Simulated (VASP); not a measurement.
# AlN (P6_3mc) in VASP: notebook

One crystal, AlN, is run at these levels: PBE; tasks: relaxation of cell and atoms.

Program: VASP 6.6.1. These are calculated values, not measurements. Logs are shortened: lines on timing, memory, paths and dates and some standing lists are left out, and cuts for length are marked.

**1. Starting point**

It takes space group P6_3mc (No. 186, hexagonal). Conventional cell: a = 3.113 Å, b = 3.113 Å, c = 4.981 Å, α = 90.00°, β = 90.00°, γ = 120.00°. Around Al (site symmetry 3m) lie 4 N at 1.89 Å. N (site symmetry 3m) has 4 Al at 1.89 Å as nearest neighbours.

**2. Relaxation of cell and atoms, PBE**

Contents of INCAR:

```
SYSTEM = AlN
PREC = Accurate
ENCUT = 520
EDIFF = 1E-7
ISMEAR = 0
SIGMA = 0.02
LREAL = .False.
LASPH = .True.
NELM = 60
ALGO = Normal
ISIF = 3
LWAVE = .False.
LCHARG = .False.
GGA = PE
IBRION = 2
NSW = 80
EDIFFG = -0.002
KPAR = 4
```

Contents of KPOINTS:

```
Automatic mesh
0
Gamma
  12 12 6
  0 0 0
```

Contents of POSCAR:

```
AlN
1.0
    3.1130000000      0.0000000000      0.0000000000
   -1.5565000000      2.6959370800      0.0000000000
    0.0000000000      0.0000000000      4.9810000000
Al N
2 2
Direct
    0.3333333300      0.6666666700      0.0000000000
    0.6666666700      0.3333333300      0.5000000000
    0.3333333300      0.6666666700      0.3800000000
    0.6666666700      0.3333333300      0.8800000000
```

Potentials or basis: VASP PAW PBE potentials, release 64 (Al, N).

Launch:

```bash
> cat potpaw_PBE.64/Al/POTCAR potpaw_PBE.64/N/POTCAR > POTCAR
> mpirun -np 4 vasp_std > vasp.out
```

OUTCAR:

```text
SYSTEM = AlN
   PREC = Accurate
   ENCUT = 520
   EDIFF = 1E-7
   ISMEAR = 0
   LREAL = .False.
   LASPH = .True.
   NELM = 60
   ISIF = 3
   GGA = PE
   IBRION = 2
   NSW = 80
   EDIFFG = -0.002

 ion  position               nearest neighbor table
   1  0.333  0.667  0.000-   3 1.89   4 1.89   4 1.89   4 1.89   2 3.07   2 3.07   2 3.07   2 3.07
                             2 3.07   2 3.07
   2  0.667  0.333  0.500-   4 1.89   3 1.89   3 1.89   3 1.89   1 3.07   1 3.07   1 3.07   1 3.07
                             1 3.07   1 3.07
   3  0.333  0.667  0.380-   1 1.89   2 1.89   2 1.89   2 1.89
   4  0.667  0.333  0.880-   2 1.89   1 1.89   1 1.89   1 1.89

  LATTYP: Found a hexagonal cell.
 ALAT       =     3.1130000000
 C/A-ratio  =     1.6000642467

  Lattice vectors:

 A1 = (   3.1130000000,   0.0000000000,   0.0000000000)
 A2 = (  -1.5565000000,   2.6959370800,   0.0000000000)
 A3 = (   0.0000000000,   0.0000000000,   4.9810000000)

Analysis of symmetry for initial positions (statically):
=====================================================================
 Subroutine PRICEL returns:
 Original cell was already a primitive cell.

 Routine SETGRP: Setting up the symmetry group for a
 hexagonal supercell.

 Subroutine GETGRP returns: Found 12 space group operations
 (whereof  6 operations were pure point group operations)
 out of a pool of 24 trial point group operations.

The static configuration has the point symmetry C_3v.
 The point group associated with its full space group is C_6v.

Analysis of symmetry for dynamics (positions and initial velocities):
=====================================================================
 Subroutine PRICEL returns:
 Original cell was already a primitive cell.

 Routine SETGRP: Setting up the symmetry group for a
 hexagonal supercell.

 Subroutine GETGRP returns: Found 12 space group operations
 (whereof  6 operations were pure point group operations)
 out of a pool of 24 trial point group operations.

The dynamic configuration has the point symmetry C_3v.
 The point group associated with its full space group is C_6v.

 Subroutine INISYM returns: Found 12 space group operations
 (whereof  6 operations are pure point group operations),
 and found     1 'primitive' translations

----------------------------------------------------------------------------------------

                                     Primitive cell

  volume of cell :      41.8028

  direct lattice vectors                    reciprocal lattice vectors
     3.113000000  0.000000000  0.000000000     0.321233537  0.185464269  0.000000000
    -1.556500000  2.695937080  0.000000000     0.000000000  0.370928538  0.000000000
     0.000000000  0.000000000  4.981000000     0.000000000  0.000000000  0.200762899

  length of vectors
     3.113000000  3.112999998  4.981000000     0.370928538  0.370928538  0.200762899

  position of ions in fractional coordinates (direct lattice)
     0.333333330  0.666666670  0.000000000
     0.666666670  0.333333330  0.500000000
     0.333333330  0.666666670  0.380000000
     0.666666670  0.333333330  0.880000000

  ion indices of the primitive-cell ions
   primitive index   ion index
                 1           1
                 2           2
                 3           3
                 4           4

----------------------------------------------------------------------------------------

 KPOINTS: Automatic mesh

Automatic generation of k-mesh.
 Grid dimensions read from file:
 generate k-points for:   12   12    6

 Generating k-lattice:

  Cartesian coordinates                     Fractional coordinates (reciprocal lattice)
     0.026769461  0.015455356  0.000000000     0.083333333 -0.000000000  0.000000000
     0.000000000  0.030910712  0.000000000     0.000000000  0.083333333  0.000000000
     0.000000000  0.000000000  0.033460483     0.000000000  0.000000000  0.166666667

  Length of vectors
     0.030910711  0.030910712  0.033460483

  Shift w.r.t. Gamma in fractional coordinates (k-lattice)
     0.000000000  0.000000000  0.000000000

 Subroutine IBZKPT returns following result:
 ===========================================

 Found     76 irreducible k-points:

 Following reciprocal coordinates:
            Coordinates               Weight
  0.000000  0.000000  0.000000      1.000000
  0.083333  0.000000  0.000000      6.000000
  0.166667  0.000000  0.000000      6.000000
  0.250000  0.000000  0.000000      6.000000
  0.333333  0.000000  0.000000      6.000000
  0.416667  0.000000  0.000000      6.000000
[... 16 lines left out ...]
  0.250000  0.000000  0.166667     12.000000
  0.333333  0.000000  0.166667     12.000000
 [... further k-points ...]
   k-points           NKPTS =     76   k-points in BZ     NKDIM =     76   number of bands    NBANDS=     12
   number of dos      NEDOS =    301   number of ions     NIONS =      4
   total plane-waves  NPLWV =  23040
   dimension x,y,z NGX =    24 NGY =   24 NGZ =   40
   dimension x,y,z NGXF=    48 NGYF=   48 NGZF=   80
   ions per type =               2   2
   NGX,Y,Z   is equivalent  to a cutoff of  12.82, 12.82, 13.35 a.u.
   NGXF,Y,Z  is equivalent  to a cutoff of  25.63, 25.63, 26.70 a.u.
 SYSTEM =  AlN
   PREC   = accura    normal or accurate (medium, high low for compatibility)
   ISTART =      0    job   : 0-new  1-cont  2-samecut
   ICHARG =      2    charge: 1-file 2-atom 10-const
   ISPIN  =      1    spin polarized calculation?
   LNONCOLLINEAR =      F non collinear calculations
   LSORBIT =      F    spin-orbit coupling
   LASPH  =      T    aspherical Exc in radial PAW
   ENCUT  =  520.0 eV  38.22 Ry    6.18 a.u.   5.79  5.79  9.26*2*pi/ulx,y,z
   NELM   =     60;   NELMIN=  2; NELMDL= -5     # of ELM steps
   EDIFF  = 0.1E-06   stopping-criterion for ELM
   LREAL  =      F    real-space projection
   EDIFFG = -.2E-02   stopping-criterion for IOM
   NSW    =     80    number of steps for IOM
   IBRION =      2    ionic relax: 0-MD 1-quasi-New 2-CG
   NFREE  =      1    steps in history (QN), initial steepest desc. (CG)
   ISIF   =      3    stress and relaxation
   ISYM   =      2    0-nonsym 1-usesym 2-fastsym
   POTIM  = 0.5000    time-step for ionic-motion
   TEBEG  =    0.0;   TEEND  =   0.0 temperature during run
   PSTRESS=    0.0 pullay stress
   NELECT =      16.0000    total number of electrons
   NUPDOWN=      -1.0000    fix difference up-down
   EMIN   =  10.00;   EMAX   =-10.00  energy-range for DOS
   EFERMI =   0.00;   METHOD = LEGACY
   ISMEAR =     0;   SIGMA  =   0.02  broadening in eV -4-tet -1-fermi 0-gaus
   EFERMI_NEDOS =   21; number of points for ismear=-14 and -15
   IALGO  =     38    algorithm
   IMIX   =      4    mixing-type and parameters
     AMIX     =   0.40;   BMIX     =  1.00
     AMIX_MAG =   1.60;   BMIX_MAG =  1.00
  volume/ion in A,a.u.               =      10.45        70.52
  Fermi-wavevector in a.u.,A,eV,Ry     =   1.188629  2.246183 19.222843  1.412839
  Thomas-Fermi vector in A             =   2.324754
   LORBIT       =      0    0 simple, 1 ext, 2 COOP (PROOUT), +10 PAW based schemes
   GGA     = PE    functional components
   LHFCALC =     F    Hartree Fock is set to
   AEXX    =    0.0000 exact exchange contribution
   IVDW    =     0    specifies the selected vdW correction
   LEPSILON=     F    determine dielectric tensor
   LRPA    =     F    only Hartree local field effects (RPA)
 conjugate gradient relaxation of ions
 non-spin polarized calculation
 Gauss-broadening in eV      SIGMA  =   0.02
  energy-cutoff  :      520.00
  volume of cell :       41.80
 maximum number of plane-waves:      1152
 NGX is ok and might be reduce to    24
   NGX = 11   NGY = 11   NGZ = 19

--------------------------------------- Ionic step        1  -------------------------------------------

 number of electron      15.9999997 magnetization

 Free energy of the ion-electron system (eV)
  ---------------------------------------------------
  ext. energy  EPLUGINS =         0.00000000
  ---------------------------------------------------
  free energy    TOTEN  =       -29.77128297 eV

  energy without entropy =      -29.77128297  energy(sigma->0) =      -29.77128297

------------------------ aborting loop because EDIFF is reached ----------------------------------------

  FORCE on cell =-STRESS in cart. coord.  units (eV):
  Direction    XX          YY          ZZ          XY          YZ          ZX
  --------------------------------------------------------------------------------------
  -------------------------------------------------------------------------------------
  Total        0.7574747      0.7574747      1.1902415      0.0000000     -0.0000000     -0.0000000
  in kB       29.0317544     29.0317544     45.6184227      0.0000000     -0.0000000     -0.0000000
  external PRESSURE =      34.5606438 kB  Pullay stress =       0.0000000 kB
[... 251 lines left out ...]
  energy  without entropy=      -29.7801173791  energy(sigma->0) =      -29.78011738

--------------------------------------- Ionic step        8  -------------------------------------------

 number of electron      15.9999998 magnetization

 Free energy of the ion-electron system (eV)
  ---------------------------------------------------
  ext. energy  EPLUGINS =         0.00000000
  ---------------------------------------------------
  free energy    TOTEN  =       -29.78011840 eV

  energy without entropy =      -29.78011840  energy(sigma->0) =      -29.78011840

 E-fermi :   6.0773     XC(G=0): -10.8329

 val. band max:        5.9757054824   @ k =   0.0000   0.0000   0.0000
 cond. band min:      10.0320487729   @ k =   0.0000   0.0000   0.0000
 fundamental gap:      4.0563432905
 Fermi energy:         6.0772553982

 k-point     1 :       0.0000    0.0000    0.0000
  band No.  band energies     occupation
      1      -9.0982      2.00000
      2      -7.0122      2.00000
      3       0.0647      2.00000
      4       5.1326      2.00000
      5       5.1326      2.00000
      6       5.7749      2.00000
      7       5.7749      2.00000
      8       5.9757      2.00000
      9      10.0320      0.00000
     10      12.4991      0.00000
     11      16.4428      0.00000
     12      17.0157      0.00000
[... 331 lines left out ...]
 k-point    24 :       0.3333    0.0000    0.1667
  band No.  band energies     occupation
      1      -7.8042      2.00000
      2      -6.6105      2.00000
      3       1.1323      2.00000
      4       2.0799      2.00000
      5       2.6817      2.00000
      6       4.2367      2.00000
      7       5.1966      2.00000
      8       5.3312      2.00000
      9      11.7609      0.00000
     10      12.5780      0.00000
     11      14.3310      0.00000
     12      16.0181      0.00000

 [... further k-points ...]

------------------------ aborting loop because EDIFF is reached ----------------------------------------

  FORCE on cell =-STRESS in cart. coord.  units (eV):
  Direction    XX          YY          ZZ          XY          YZ          ZX
  --------------------------------------------------------------------------------------
  -------------------------------------------------------------------------------------
  Total       -0.0000173     -0.0000173     -0.0038534      0.0000000      0.0000000     -0.0000000
  in kB       -0.0006514     -0.0006514     -0.1451899      0.0000000      0.0000000     -0.0000000
  external PRESSURE =      -0.0488309 kB  Pullay stress =       0.0000000 kB
[... 19 lines left out ...]
  FREE ENERGIE OF THE ION-ELECTRON SYSTEM (eV)
  ---------------------------------------------------
  free  energy   TOTEN  =       -29.7801184032 eV

  energy  without entropy=      -29.7801184032  energy(sigma->0) =      -29.78011840

 reached required accuracy - stopping structural energy minimisation
```

Run time: 34 s. Hardware: 4 MPI ranks of Intel Xeon Platinum 8259CL at 2.50GHz (Skylake/Cascade Lake), shared host; peak memory 0.17 GiB.

Results:

- Free energy: -29.7801 eV
- Relaxed volume: 10.63 Å³/atom
- Relaxed cell: a = 3.129 Å, b = 3.129 Å, c = 5.016 Å, α = 90.00°, β = 90.00°, γ = 120.00°
- Space group after relaxing (to 0.05 Å): P6_3mc (No. 186)
- Energy gained by relaxing: 2.2 meV/atom
- Ionic steps: 8
- Pressure after relaxing: 0.0 GPa
- Band gap on the k mesh: 4.06 eV, direct

Step by step:
```
step  energy change (eV)  largest force (eV/Å)  pressure (GPa)  volume (Å³)
   1              0.0000                0.1289            3.46        41.80
   2             -0.0019                0.0913           -2.90        43.18
   3             -0.0088                0.0034            0.00        42.52
   4             -0.0088                0.0059            0.07        42.51
   5             -0.0088                0.0066            0.05        42.51
   6             -0.0088                0.0070            0.04        42.51
   7             -0.0088                0.0022           -0.02        42.53
   8             -0.0088                0.0007            0.00        42.52
```

Final structure:
```
Al N
1.0
     3.12857    0.00000    0.00000
    -1.56429    2.70942    0.00000
     0.00000    0.00000    5.01646
Al N
2 2
Direct
  0.33333 0.66667 0.99926
  0.66667 0.33333 0.49926
  0.33333 0.66667 0.38074
  0.66667 0.33333 0.88074
```

(Part 1 of 2 ends here.)
